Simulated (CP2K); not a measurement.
A run of CP2K 2026.2 is set up as follows.

ge_scf.inp

```
&GLOBAL
  PROJECT ge_scf
  RUN_TYPE ENERGY_FORCE
  PRINT_LEVEL LOW
&END GLOBAL
&FORCE_EVAL
  METHOD QS
  STRESS_TENSOR ANALYTICAL
  &DFT
    BASIS_SET_FILE_NAME BASIS_MOLOPT_UZH
    POTENTIAL_FILE_NAME POTENTIAL_UZH
    &MGRID
      CUTOFF 450
      REL_CUTOFF 60
      NGRIDS 5
    &END MGRID
    &QS
      METHOD GPW
      EPS_DEFAULT 1.0E-10
    &END QS
    &KPOINTS
      SCHEME MONKHORST-PACK 8 8 8
      GAMMA_CENTERED T
      SYMMETRY T
      SYMMETRY_BACKEND SPGLIB
    &END KPOINTS
    &SCF
      SCF_GUESS ATOMIC
      EPS_SCF 1.0E-6
      MAX_SCF 100
      ADDED_MOS 10
      CHOLESKY OFF
      EPS_EIGVAL 1.0E-7
      &DIAGONALIZATION ON
        ALGORITHM STANDARD
      &END DIAGONALIZATION
      &MIXING ON
        METHOD BROYDEN_MIXING
        ALPHA 0.4
        BETA 1.5
        NBUFFER 8
      &END MIXING
      &SMEAR ON
        METHOD FERMI_DIRAC
        ELECTRONIC_TEMPERATURE [K] 580.226
      &END SMEAR
    &END SCF
    &XC
      &XC_FUNCTIONAL PBE
      &END XC_FUNCTIONAL
    &END XC
    &PRINT
      &KPOINTS ON
      &END KPOINTS
      &MULLIKEN ON
      &END MULLIKEN
      &MO ON
        ENERGIES T
        OCCUPATION_NUMBERS T
        &EACH
          QS_SCF 0
        &END EACH
        ADD_LAST NUMERIC
      &END MO
      &LOWDIN ON
      &END LOWDIN
      &HIRSHFELD ON
        SHAPE_FUNCTION DENSITY
      &END HIRSHFELD
    &END PRINT
  &END DFT
  &SUBSYS
    &CELL
      A 4.0006828887 0.0000000000 0.0000000000
      B 2.0003414444 3.4646930141 0.0000000000
      C 2.0003414444 1.1548976714 3.2665439000
      PERIODIC XYZ
    &END CELL
    &COORD
      Ge  6.0010243331 3.4646930141 2.4499079250
      Ge  4.0006828888 2.3097953428 1.6332719500
    &END COORD
    &KIND Ge
      BASIS_SET TZVP-MOLOPT-PBE-GTH-q4
      POTENTIAL GTH-PBE-q4
    &END KIND
    &PRINT
      &ATOMIC_COORDINATES ON
      &END ATOMIC_COORDINATES
      &CELL ON
      &END CELL
    &END PRINT
  &END SUBSYS
  &PRINT
    &FORCES ON
    &END FORCES
    &STRESS_TENSOR ON
    &END STRESS_TENSOR
  &END PRINT
&END FORCE_EVAL
```

Potentials or basis: POTENTIAL_UZH Ge GTH-PBE-q4; TZVP-MOLOPT-PBE-GTH basis.

Command:

```sh
$ OMP_NUM_THREADS=1 cp2k.psmp -i ge_scf.inp -o ge_scf.out
```

Question: Estimate the pressure.

Answer: 4.0 GPa.

Question: Predict the band gap on the k mesh.

Answer: None (metal or under the smearing width).

Caveat: the basis of atomic orbitals isn't converged, which shifts pressures, moduli and gaps.

**The experiment to reproduce.**

“Electronic and optical properties of SixGe1-x-ySny alloys lattice-matched to Ge”, 2021, arxiv:2109.02782 reports, for a bulk crystal of Ge at 293 K: band gap 0.666 eV (indirect).

Against the measured gap of Ge, 0.666 eV (indirect; 293 K; “Electronic and optical properties of SixGe1-x-ySny alloys lattice-matched to Ge”, 2021, arxiv:2109.02782), the calculated 0.00 eV is off by -0.67 eV. 3 values of this kind are on record (0.666 to 0.807 eV); this one was drawn at random among those near their median. Spin-orbit coupling on Ge is left out. The value is that of PBE in an atomic basis (POTENTIAL_UZH Ge GTH-PBE-q4; TZVP-MOLOPT-PBE-GTH basis), whose error adds to the functional's, on a finite k mesh, which can miss the band edges, without temperature or zero-point motion. Semilocal functionals fall short of measured gaps as a rule.
